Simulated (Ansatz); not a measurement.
**Nb under changes of volume**

One of the cells (20.116 Å³/atom); the others are scaled copies at fixed shape and fractional positions:

```
Nb
1.0
     2.71964    0.00000    0.00000
     0.00000    2.71964    0.00000
     0.00000    0.00000    2.71964
Nb
1
Direct
  0.50000 0.50000 0.50000
```

The cell was built by a generator and needn't be a form met in nature.

* Program: Ansatz 0.2.0
* Functional: PBE
* Potentials or basis: Ansatz PAW
* Cutoff: 420 eV (not typed: the program's choice for these potentials)
* k mesh: 10 × 10 × 10
* Occupations: fermi-dirac, width 0.05 eV
* Spin: no spin polarisation

| volume (Å³/atom) | energy over the lowest point (meV/atom) | pressure (GPa) |
| --- | --- | --- |
| 18.909 | 34.32 | 9.1 |
| 19.311 | 15.55 | 6.0 |
| 19.713 | 4.38 | 3.1 |
| 20.116 | 0.00 | 0.5 |
| 20.518 | ? | ? |
| 20.920 | 9.13 | -4.0 |
| 21.323 | 21.69 | -6.0 |

Problem. What does the run at 20.518 Å³/atom give?

Solution. Energy over the lowest point 1.75 meV/atom; pressure -1.8 GPa.

Worked out: A Birch-Murnaghan fit of order 3 (a polynomial in V^(-2/3)) to the other rows has its minimum at 20.19 Å³/atom with B0 = V·E''(V) = 121 GPa and B' = 3.9. It gives 1.77 meV/atom at 20.518 Å³/atom, against the run's 1.75, and -dE/dV = -1.9 GPa, against -1.8.

Energies are extrapolated to zero smearing.
